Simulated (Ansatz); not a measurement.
Au:

```
Au
1.0
     2.74841    0.00000    0.00000
     0.00000    2.74841    0.00000
     0.00000    0.00000    2.74841
Au
1
Direct
  0.50000 0.50000 0.50000
```

The cell was built by a generator and needn't be a form met in nature.

- Program: Ansatz 0.2.0
- Task: single point
- Functional: PBE
- Potentials or basis: Ansatz PAW
- Cutoff: 420 eV (not typed: the program's choice for these potentials)
- k mesh: 10 × 10 × 10
- Occupations: fermi-dirac, width 0.05 eV
- Spin: no spin polarisation

On this cell: pressure 0.2 GPa; band gap on the k mesh none (metal or under the smearing width).

The same run follows on a disturbed copy (cell strained at random at fixed volume):

```
CELL_PARAMETERS angstrom
2.80732 -0.04335 -0.00085
-0.04335 2.66350 -0.02410
-0.00085 -0.02410 2.77744
ATOMIC_POSITIONS crystal
Au 0.48942 0.48341 0.48985
```

Q: What does the disturbed cell give?

A: The energy (extrapolated to zero smearing) moves by +22.0 meV/atom; pressure 0.9 GPa; band gap on the k mesh none (metal or under the smearing width).

Stress tensor (GPa, compression positive):
```
-3.75 -0.62 -0.06
-0.62  8.56 -0.36
-0.06 -0.36 -2.11
```
